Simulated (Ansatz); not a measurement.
# PbO2 monolayer (2H): following an unstable mode

Which phase does PbO2 monolayer (2H) fall into along its unstable mode, and how much energy does it gain?

Main program and level: Ansatz 0.2.0; DFT PBE, scalar-relativistic, plane waves, PAW.

This is a report of a sequence of runs, with most program output left out.

### 1. The structure

The cell holds 3 atoms: 1 Pb and 2 O. Cell: a = 3.273 Å, b = 3.273 Å, c = 28.700 Å, α = 90.0°, β = 90.0°, γ = 120.0°. Vacuum lies along c.

### 2. The dispersion

The cell comes from relaxations at this level that are not shown. Stability and thermal properties need the whole zone. Linear response on a 6×6×1 q mesh gives force constants as far as a supercell of that size would.

Input file input.yaml:

```yaml
crystal:
  lattice:
    - [3.2725003306, 0.0, 0.0]
    - [-1.6362501653, 2.8340684201, 0.0]
    - [0.0, 0.0, 28.7]
  atoms:
    - { symbol: Pb, position: [0.3333333333, 0.6666666667, 0.3484320557] }
    - { symbol: O, position: [0.6666666667, 0.3333333333, 0.3933859536] }
    - { symbol: O, position: [0.6666666667, 0.3333333333, 0.3034781579] }
  periodic: [true, true, false]
kpoints:
  mp_grid: { grid: [18, 18, 1] }
hamiltonian:
  xc: pbe
scf:
  occupations: { method: methfessel_paxton, width: 0.15 }
output:
  eigenvalues: true
phonons:
  method: dfpt
  qmesh: [6, 6, 1]
  temperatures: { t_max: 1000, t_step: 50 }
  qpath:
    path:
      - [0.0, 0.0, 0.0]
      - [0.5, 0.0, 0.0]
      - [0.33333333, 0.33333333, 0.0]
      - [0.0, 0.0, 0.0]
    npoints: 10
```

Command:

```sh
$ ansatz run input.yaml --threads 8 --pin off --max-ram 14336MiB --backend cpu --events-out ev --progress --plain --runs-dir out
```

Wall time 9.2 min (8 threads of Arm Neoverse V2, shared host); peak memory 3.2 GiB.

Numbers from this step:

```
gap on the k-mesh                                       : 0 eV
sum-rule residual before enforcement                    : 8.46e-5 eV/Å²
lowest frequency on the path                            : -102.2 cm⁻¹
point group                                             : -6m2
highest frequency on the path or at a solved wavevector : 528.6 cm⁻¹
area per atom                                           : 3.091 Å²
highest optical mode at the zone centre (no LO-TO term) : 528.6 cm⁻¹
lowest optical zone-centre mode                         : -102.2 cm⁻¹
lowest mode on the q mesh (acoustic modes at Γ apart)   : -102.2 cm⁻¹
```

Frequencies (cm⁻¹) solved at each irreducible wavevector; negative means imaginary. Frequencies by wavevector, by row:

```tsv
q in reciprocal lattice units	star	mode 1	mode 2	mode 3	mode 4	mode 5	mode 6	mode 7	mode 8	mode 9
0 0 0	1	-102.2	-102.2	0	0	0	268.3	268.3	411.7	528.6
0 0.1667 0	6	-60	-9.4	52.9	89.4	157.5	277.8	317.2	391.9	525.5
0 0.3333 0	6	14.5	86.3	94.8	152.1	267.4	292.2	364.1	372.5	514.6
0 -0.5 0	3	24.2	97.4	121.7	177.8	297.9	301.5	346.5	386.8	511.5
0.1667 0.1667 0	6	-8.5	90.8	116.3	132.6	239.4	299.3	358.1	371.3	516.3
0.1667 0.3333 0	12	20.5	117.1	166.4	181.8	285.9	320.7	348.3	378.1	510.8
0.3333 0.3333 0	2	24.9	150.9	155.3	252.5	269	340.1	355.1	362	508.9
```

Interpolated from a 6×6×1 q mesh. The phonon branches at the labelled points (cm⁻¹):

```tsv
point	branch 1	branch 2	branch 3	branch 4	branch 5	branch 6	branch 7	branch 8	branch 9
Γ	-102	-102	0	0	0	268	268	412	529
halfway	-4	53	72	124	225	286	350	378	520
M	24	97	122	178	298	302	346	387	512
halfway	22	120	171	190	293	324	343	380	510
K	25	151	155	252	269	340	355	362	509
halfway	-8	91	116	133	239	299	358	371	516
Γ	-102	-102	0	0	0	268	268	412	529
```

Symmetry leaves 7 wavevectors to solve. The lowest mode among them, the acoustic zeros apart, lies at Γ and is imaginary, 102.2i cm⁻¹, so the energy falls along it.

### 3. The mode frozen in, largest atomic shift 0 Å

The mode followed lies at Γ with frequency 102.2i cm⁻¹ and is 2-fold degenerate, the softest among the wavevectors solved. At small amplitude the distorted cell has space group no. 8 by a symmetry search on the positions. The undistorted cell that holds it gives the zero of energy on the same k mesh.

input.yaml, the sections that differ from step 2:

```yaml
output:
  forces: true
  stress: true
  eigenvalues: true
# crystal, kpoints, hamiltonian, scf: as in step 2
# phonons: removed
```

Elapsed: 2.1 s, on 8 threads; peak memory 0.64 GiB; 15 s of CPU time.

Numbers from this step:

| Item | Value |
| --- | --- |
| energy from the undistorted cell | 0 meV/atom |

### 4. The mode frozen in, largest atomic shift 0.14 Å

The atoms are moved along the unstable eigenvector, the largest shift by 0.14 Å, with the cell fixed.

Input file input.yaml:

```yaml
crystal:
  lattice:
    - [3.2725003306, 0.0, 0.0]
    - [-1.6362501653, 2.8340684201, 0.0]
    - [0.0, 0.0, 28.7]
  atoms:
    - { symbol: Pb, position: [0.3333333333, 0.6666666667, 0.3484320557] }
    - { symbol: O, position: [0.6419671924, 0.2839343848, 0.3933859536] }
    - { symbol: O, position: [0.6913661409, 0.3827322819, 0.3034781579] }
  periodic: [true, true, false]
kpoints:
  mp_grid: { grid: [18, 18, 1] }
hamiltonian:
  xc: pbe
scf:
  occupations: { method: methfessel_paxton, width: 0.15 }
output:
  forces: true
  stress: true
  eigenvalues: true
  write_density: true
  write_potential: true
  elf: true
  volumetric_format: npy
```

The job ended after 6.5 s (8 threads; peak memory 0.87 GiB).

This step gave:

```yaml
gap_on_the_k_mesh: 0.1684 eV
energy_from_the_undistorted_cell: -2.459 meV/atom
```

The energy, extrapolated to zero smearing, is -2.46 meV/atom against the undistorted cell.

### 5. Energy along the mode, all amplitudes (two of the runs are shown above)

An imaginary frequency means negative curvature, so the energy should fall and then rise again as anharmonic terms take over.

This step gave:

```yaml
depth_at_the_lowest_point_sampled: 2.459 meV/atom
largest_atomic_shift_at_that_point: 0.14 Å
```

Table of energy from the parent by largest atomic shift:

```tsv
largest atomic shift (Å)	energy from the parent (meV/atom)
0.000	0
0.040	-0.325
0.080	-1.17
0.140	-2.46
0.220	-0.512
0.320	17.0
```

Displacement at unit largest shift by atom:

```tsv
atom	x (Å)	y (Å)	z (Å)	size
Pb1	0.00	0.00	0.00	0.00
O2	0.00	-1.00	0.00	1.00
O3	0.00	1.00	0.00	1.00
```

The lowest of the steps tried is at 0.14 Å, 2.46 meV/atom below the parent; the bottom of the well need not coincide with a step.

### 6. Relaxing from the distorted cell

Starting from the lowest point found, all atoms and the cell are let go, so that strain and other modes of the same symmetry can join in.

input.yaml: that of step 4 with these lines changed.

```diff
@@ -24 +24,6 @@
   volumetric_format: npy
+relax:
+  adjacent_minimum: "off"
+  f_tol: 0.002
+  max_steps: 120
+  cell: { stress_2d_tol: 0.005 }
```

The job ended after 2.4 min (8 threads; peak memory 0.97 GiB).

Relaxation path:

```tsv
step	energy less that of the first step (eV)	largest force component (eV/Å)	volume (Å³)
1	0.0000	0.1886	266.18
2	-0.0012	0.1404	269.53
3	-0.0045	0.1039	269.79
4	-0.0176	0.1336	270.45
5	-0.0554	0.2778	277.26
6	-0.1749	0.5698	284.92
7	-0.2662	0.5720	291.26
8	-0.4483	0.9359	299.26
9	-0.6386	1.3797	302.69
10	-0.9751	0.8319	289.77
11	-0.8805	1.7664	284.31
12	-1.0626	0.3104	287.17
13	-1.0721	0.0100	287.97
14	-1.0721	0.0022	288.05
15	-1.0720	0.0002	288.08
16*	-1.0910	0.0015	288.08
17	-1.0909	0.0043	289.55
18	-1.0908	0.0001	289.67
19*	-1.0916	0.0001	289.67
20	-1.0916	0.0000	289.70
21*	-1.0916	0.0000	289.70
```

Relaxation steps marked * repeat the geometry before them on a plane-wave basis chosen anew for their cell, so energy and pressure can jump there. Relaxation step 11 was tried and not accepted.

Forces are held to the 2 operations that the run works with; a distortion that breaks them can't arise in this run.

```tsv
cell as run	before	after	change
a (Å)	3.273	3.414	+4.3 %
b (Å)	3.273	3.414	+4.3 %
```

The atoms that moved most (Å, along periodic axes as changes of fractional coordinates times the final cell, across vacuum about the mean position):

```tsv
atom	dx	dy	dz	length
O3	0.000	1.168	0.229	1.190
Pb1	0.000	-0.657	0.000	0.657
O2	0.000	-0.511	-0.229	0.560
```

The relaxed structure:

```cif
data_structure
_symmetry_space_group_name_H-M 'P 1'
_symmetry_Int_Tables_number 1
_cell_length_a 3.4140
_cell_length_b 3.4140
_cell_length_c 28.7000
_cell_angle_alpha 90.000
_cell_angle_beta 90.000
_cell_angle_gamma 120.000
_cell_volume 289.70
loop_
_atom_site_label
_atom_site_type_symbol
_atom_site_fract_x
_atom_site_fract_y
_atom_site_fract_z
_atom_site_occupancy
Pb1 Pb 0.22222 0.44444 0.34843 1
O2 O 0.55556 0.11111 0.38542 1
O3 O 0.88889 0.77778 0.31145 1
```

This step gave:

- gap on the k-mesh: 1.282 eV
- area per atom: 3.365 Å²

Valence density in the ac plane at fractional y = 0.111, with atoms of O within 0.2 Å of it. It is the smooth field of the valence electrons, not physical close to the nuclei.

Values in e/Å³, 24 rows by 14 columns, each cell a mean:
```
0.0 0.0 0.0 0.0 0.0 0.0 0.0 0.0 0.0 0.0 0.0 0.0 0.0 0.0
0.0 0.0 0.0 0.0 0.0 0.0 0.0 0.0 0.0 0.0 0.0 0.0 0.0 0.0
0.0 0.0 0.0 0.0 0.0 0.0 0.0 0.0 0.0 0.0 0.0 0.0 0.0 0.0
0.0 0.0 0.0 0.0 0.0 0.0 0.0 0.0 0.0 0.0 0.0 0.0 0.0 0.0
0.0 0.0 0.0 0.0 0.0 0.0 0.0 0.0 0.0 0.0 0.0 0.0 0.0 0.0
0.0 0.0 0.0 0.0 0.0 0.0 0.0 0.0 0.0 0.0 0.0 0.0 0.0 0.0
0.0 0.0 0.0 0.0 0.0 0.0 0.0 0.0 0.0 0.0 0.0 0.0 0.0 0.0
0.0 0.0 0.0 0.0 0.0 0.0 0.0 0.0 0.0 0.0 0.0 0.0 0.0 0.0
0.0 0.0 0.0 0.0 0.0 0.0 0.0 0.0 0.0 0.0 0.0 0.0 0.0 0.0
0.0 0.0 0.0 0.0 0.0 0.0 0.0 0.0 0.0 0.0 0.0 0.0 0.0 0.0
0.0 0.0 0.0 0.0 0.0 0.0 0.0 0.0 0.0 0.0 0.0 0.0 0.0 0.0
0.0 0.0 0.0 0.0 0.0 0.0 0.0 0.0 0.0 0.0 0.0 0.0 0.0 0.0
0.0 0.0 0.0 0.0 0.0 0.0 0.0 0.0 0.0 0.0 0.0 0.0 0.0 0.0
0.0 0.0 0.0 0.0 0.0 0.0 0.1 0.1 0.1 0.1 0.1 0.0 0.0 0.0
0.1 0.1 0.1 0.2 0.4 1.1 2.6 4.7 4.9 3.5 1.5 0.5 0.2 0.1
0.5 0.5 0.5 0.3 0.3 0.3 0.5 0.8 0.8 0.6 0.4 0.3 0.3 0.4
0.3 0.4 0.3 0.2 0.1 0.1 0.0 0.0 0.0 0.0 0.1 0.1 0.2 0.3
0.0 0.0 0.0 0.0 0.0 0.0 0.0 0.0 0.0 0.0 0.0 0.0 0.0 0.0
0.0 0.0 0.0 0.0 0.0 0.0 0.0 0.0 0.0 0.0 0.0 0.0 0.0 0.0
0.0 0.0 0.0 0.0 0.0 0.0 0.0 0.0 0.0 0.0 0.0 0.0 0.0 0.0
0.0 0.0 0.0 0.0 0.0 0.0 0.0 0.0 0.0 0.0 0.0 0.0 0.0 0.0
0.0 0.0 0.0 0.0 0.0 0.0 0.0 0.0 0.0 0.0 0.0 0.0 0.0 0.0
0.0 0.0 0.0 0.0 0.0 0.0 0.0 0.0 0.0 0.0 0.0 0.0 0.0 0.0
0.0 0.0 0.0 0.0 0.0 0.0 0.0 0.0 0.0 0.0 0.0 0.0 0.0 0.0
```
Columns run along a (3.4 Å), rows up along c (28.7 Å). Atoms in or near the plane, at fractional coordinates: O at (0.56, 0.39).

ELF in the ac plane at fractional y = 0.111, with atoms of O within 0.2 Å of it. It is the smooth field of the valence electrons, not physical close to the nuclei.

Ten even steps from '_' (0.00) to '@' (0.80), each cell a mean:
```
____________________________
____________________________
____________________________
____________________________
____________________________
____________________________
____________________________
____________________________
____________________________
____________________________
____________________________
____________________________
____________________________
________::--==++++++==::..__
......--##@@@@%%%%@@@@%%==..
------::::--==++++++==::::::
==++==--..____________..::==
::::....__________________..
____________________________
____________________________
____________________________
____________________________
____________________________
____________________________
```
Columns run along a (3.4 Å), rows up along c (28.7 Å). Atoms in or near the plane, at fractional coordinates: O at (0.56, 0.39).

Electrostatic potential energy in the ac plane at fractional y = 0.111, with atoms of O within 0.2 Å of it. With pseudopotentials it is smooth inside the atoms' cores, unlike the true potential.

Ten even steps from '_' (-11 eV) to '@' (0 eV), each cell a mean:
```
@@@@@@@@@@@@@@@@@@@@@@@@@@@@
@@@@@@@@@@@@@@@@@@@@@@@@@@@@
@@@@@@@@@@@@@@@@@@@@@@@@@@@@
@@@@@@@@@@@@@@@@@@@@@@@@@@@@
@@@@@@@@@@@@@@@@@@@@@@@@@@@@
@@@@@@@@@@@@@@@@@@@@@@@@@@@@
@@@@@@@@@@@@@@@@@@@@@@@@@@@@
@@@@@@@@@@@@@@@@@@@@@@@@@@@@
@@@@@@@@@@@@@@@@@@@@@@@@@@@@
@@@@@@@@@@@@@@@@@@@@@@@@@@@@
@@@@@@@@@@@@@@@@@@@@@@@@@@@@
@@@@@@@@@@@@@@@@@@@@@@@@@@@@
@@@@@@@@@@@@@@@@@@@@@@@@@@@@
@@@@@@@@@@@@@@@@@@@@@@@@@@@@
++++++**++--..______::++****
________::--========--::..__
======++**############****++
@@@@@@@@@@@@@@@@@@@@@@@@@@@@
@@@@@@@@@@@@@@@@@@@@@@@@@@@@
@@@@@@@@@@@@@@@@@@@@@@@@@@@@
@@@@@@@@@@@@@@@@@@@@@@@@@@@@
@@@@@@@@@@@@@@@@@@@@@@@@@@@@
@@@@@@@@@@@@@@@@@@@@@@@@@@@@
@@@@@@@@@@@@@@@@@@@@@@@@@@@@
```
Columns run along a (3.4 Å; values clipped at the 3rd and 97th percentile), rows up along c (28.7 Å). Atoms in or near the plane, at fractional coordinates: O at (0.56, 0.39).

The distorted start has space group Cm; the relaxation ends in P-3m1.

### 7. The new phase in its own primitive cell

The relaxed structure is symmetrised, reduced to its primitive cell and relaxed tightly, as its phonons need.

Input file input.yaml:

```yaml
crystal:
  lattice:
    - [3.414030362, 0.0, 0.0]
    - [-1.707015181, 2.9566399442, 0.0]
    - [0.0, 0.0, 28.7]
  atoms:
    - { symbol: Pb, position: [0.2222222028, 0.4444444057, 0.3484320697] }
    - { symbol: O, position: [0.5555556084, 0.1111112169, 0.3854190826] }
    - { symbol: O, position: [0.8888888554, 0.7777777109, 0.3114450149] }
  periodic: [true, true, false]
kpoints:
  mp_grid: { grid: [9, 9, 1] }
hamiltonian:
  xc: pbe
scf:
  occupations: { method: fixed }
output:
  forces: true
  stress: true
  eigenvalues: true
relax:
  adjacent_minimum: "off"
  f_tol: 0.001
  max_steps: 60
  cell: { stress_2d_tol: 0.002 }
```

It took 1.8 s on 8 threads; peak memory 0.65 GiB.

Little changed from the start: no atom moved by 0.005 Å and no cell edge by 0.1 %.

Numbers from this step:

```yaml
gap_on_the_k_mesh: 1.285 eV
direct_gap_on_mesh: 1.625 eV
```

The largest force component left is 0.0054 meV/Å, within the tolerances set.

### 8. Modes of the new phase, k-mesh 9×9×1, occupations fixed

A relaxed structure may still be a saddle point, so its zone-centre modes are computed. The response to a homogeneous field gives the Born charges and the dielectric tensor, and its change with displacement the Raman tensors.

Input file input.yaml:

```yaml
crystal:
  lattice:
    - [3.4140320487, 0.0, 0.0]
    - [-1.7070160243, 2.9566384835, 0.0]
    - [0.0, 0.0, 28.7]
  atoms:
    - { symbol: Pb, position: [0.2222222222, 0.4444444445, 0.3484320557] }
    - { symbol: O, position: [0.5555555555, 0.1111111112, 0.3854190896] }
    - { symbol: O, position: [0.8888888889, 0.7777777778, 0.3114450219] }
  periodic: [true, true, false]
kpoints:
  mp_grid: { grid: [9, 9, 1] }
hamiltonian:
  xc: pbe
scf:
  occupations: { method: fixed }
output:
  eigenvalues: true
phonons:
  method: dfpt
  dielectric: true
  raman: true
```

It took 3.1 min on 8 threads; peak memory 3.3 GiB.

This step gave:

- sum-rule residual before enforcement: 1.15e-4 eV/Å²
- miss of the charge sum rule: 0.003201 e
- estimated error of the dielectric tensor: 0.004450
- estimated error of the Born charges: 0.01753 e
- point group: -3m
- highest optical mode at the zone centre (no LO-TO term): 413.7 cm⁻¹
- lowest optical zone-centre mode: 305.3 cm⁻¹
- largest Born charge (third of the trace): 3.451 e

Patterns of degenerate modes are one choice out of their space. The modes at Γ (shares of kinetic energy by element, %):

```tsv
mode	frequency (cm⁻¹)	symmetry	Pb %	O %
1	0.0	acoustic	87	13
2	0.0	acoustic	87	13
3	0.0	acoustic	87	13
4	305.3	Eu	13	87
5	305.3	Eu	13	87
6	340.5	Eg	0	100
7	340.5	Eg	0	100
8	405.3	A1g	0	100
9	413.7	A2u	13	87
```

Displacements in mode 5 (305.3 cm⁻¹), the largest set to 1:
```
Pb1  0.00 -0.15  0.00
O2   0.00  1.00  0.00
O3   0.00  1.00  0.00
```

Displacements in mode 9 (413.7 cm⁻¹), the largest set to 1:
```
Pb1  0.00  0.00 -0.15
O2   0.00  0.00  1.00
O3   0.00  0.00  1.00
```

High-frequency dielectric tensor, averaged over the cell of height 28.7 Å or as lengthened by the program, vacuum included. Tensor:

```tsv
	x	y	z
x	1.919	0	0
y	0	1.919	0
z	0	0	1.111
```

Born charge (rows field, columns displacement) (e), principal values of the symmetric part by kind of site:

```tsv
atom	atoms with these values	low	middle	high	mean
Pb1	1	0.57	4.89	4.89	3.45
O2	2	-2.45	-2.45	-0.29	-1.73
```

In full for Pb1:

```
4.89 0.00 0.00
0.00 4.89 0.00
0.00 0.00 0.57
```

Transverse modes. Infrared lines, with heights relative to the strongest:

```tsv
position (cm⁻¹)	label	relative intensity
305	Eu	100
340	Eg	0.0
405	A1g	0.0
414	A2u	0.7
```

Activity x (w_L - w)^4 (n + 1)/w, 532 nm, 300 K; the tensors are static ones, while 532 nm light lies above the computed direct gap, where resonance would change the heights. Lines of the Raman spectrum (strongest = 100):

```tsv
position (cm⁻¹)	label	relative intensity
305	Eu	0.0
340	Eg	39
405	A1g	100
414	A2u	0.0
```

Before it was imposed, the acoustic sum rule was missed by 1.1e-4 eV/Å² and the charge sum rule by 0.0032 e. Small misses are needed for a sound result but don't prove that mesh and cutoff are converged. The lowest optical mode is real, 305 cm⁻¹.

### 9. What came out

```json
{
 "unstable mode of the parent": "q = (0, 0, 0), 102i cm⁻¹",
 "depth at the lowest point sampled": "2.46 meV/atom",
 "largest atomic shift at that point": "0.14 Å",
 "space group reached (within 0.01 Å)": "P-3m1",
 "energy gained over the parent (first relaxation, on the mesh of the frozen mode)": "366 meV/atom",
 "area per atom, phase reached": "3.37 Å²",
 "gap on the k-mesh, phase reached": "1.28 eV",
 "lowest optical zone-centre mode, phase reached": "305 cm⁻¹",
 "highest optical mode at the zone centre (no LO-TO term), phase reached": "414 cm⁻¹"
}
```

What this shows: Along this mode the structure falls into P-3m1, 366 meV/atom below the parent. At the parent's cell the well is 2.459 meV/atom deep on the steps tried, with its lowest point at a shift of 0.14 Å. Relaxing atoms and cell changes the gain by +363.32 meV/atom against the lowest step (energies at zero smearing). Most of the total comes from this relaxation. The new phase has no imaginary mode at the zone centre of its cell; other wavevectors were not checked. Of the 3 patterns followed to their end from this parent, this one reaches the lowest energy. Each path keeps the symmetry of its pattern, so a lower phase may lie along a pattern not tried. With no gap, or one that is small against the smearing, the frequencies hang on the k mesh and the smearing, most of all near Kohn anomalies. In a sheet or slab the interpolated bending branch near Γ is rough, since the rotational sum rule isn't imposed. Dielectric tensors refer to the cell with its vacuum. A semilocal functional can close a gap that the real compound would have, so the metallic treatment may be an artefact of the level. Spin-orbit coupling is left out, which can matter for the heavy elements here. A phonon run warned that its eigensolver left some bands unconverged in a pass. The starting cell was built on a prototype and not taken from a measurement.

[Logs are printed without paths, hosts, clocks, repeated set-up lines and the standing remarks that a program may print on its own settings, such as how far it seeks lower states.]

[Hosts, paths, dates, database ids (printed as entryN), source tags and the programs' standing remarks are cut or masked in the printed files.]
